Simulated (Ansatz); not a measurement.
Nb:

```
Nb
1.0
     0.00000    2.11500    2.11500
     2.11500    0.00000    2.11500
     2.11500    2.11500    0.00000
Nb
1
Direct
  0.00000 0.00000 0.00000
```

This isn't the form of Nb at room conditions, which is bcc.

```yaml
Program: Ansatz 0.2.0
Task: relaxation of cell and atoms
Functional: PBE
Dispersion: D3(BJ)
Potentials_or_basis: Ansatz PAW
Cutoff: "420 eV (not typed: the program's choice for these potentials)"
k_mesh: 11 × 11 × 11
Occupations: fermi-dirac, width 0.05 eV
Spin: no spin polarisation
```

At the start: volume 18.92 Å³/atom.

Task: How do energy, volume and symmetry change on relaxing?

Result: It ends after 5 steps and the volume is 18.00 Å³/atom (-4.9 %); space group Fm-3m (No. 225, to 0.05 Å).

Step by step:
| step | energy change (eV) | largest force (eV/Å) | volume (Å³) |
| --- | --- | --- | --- |
| 1 | 0.0000 | 0.0000 | 18.92 |
| 2 | -0.0238 | 0.0000 | 18.11 |
| 3 | -0.0242 | 0.0000 | 17.99 |
| 4 | -0.0242 | 0.0000 | 18.00 |
| 5 | -0.0241 | 0.0000 | 18.00 |

Final structure:
```xyz
1
Lattice="0.0000 2.0800 2.0800 2.0800 0.0000 2.0800 2.0800 2.0800 0.0000" Properties=species:S:1:pos:R:3 pbc="T T T"
Nb    0.0000    0.0000    0.0000
```

Caveat: the plane-wave basis is chosen anew once the cell has moved, so the energies of steps on either side of that aren't comparable; pairwise dispersion overbinds metals, which lowers pressure and volume.
